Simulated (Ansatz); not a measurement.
Rock-salt NaBr, treated with HSE06 (Ansatz, a quantum-chemistry and plane-wave program, plane waves, PAW).

Run with plane-wave cutoff 460 eV, 8×8×8 k mesh, Fermi–Dirac smearing 0.01 eV, scalar-relativistic PAW data made under PBE.

Cell (relaxed at this level):

```
NaBr
1.0
    0.00000     2.99588     2.99588
    2.99588     0.00000     2.99588
    2.99588     2.99588     0.00000
Na Br
1 1
Direct
  0.00000   0.00000   0.00000
  0.50000   0.50000   0.50000
```

### Question
What does this level give for the bulk modulus, band gap, width of the whole s-p valence band and pressure derivative B′ of the bulk modulus?

### Answer

- bulk modulus: 20.4 GPa
- band gap: 5.34 eV (on the SCF k mesh) (direct)
- width of the whole s-p valence band: 13.84 eV
- pressure derivative B′ of the bulk modulus: 4.8

Measured, for comparison: band gap 7.1 eV (temperature not stated, not corrected to a static lattice; as tabulated in Aguado et al. (1998), arXiv:cond-mat/9809176); bulk modulus 22.6 GPa (4 K, zero-point motion not removed; as tabulated in Doll and Stoll (1998), arXiv:cond-mat/9801031). Computed (rounded) less measured: bulk modulus -10 %.

Spin–orbit coupling is not included.

The computed numbers hold no vibrational or temperature effects.
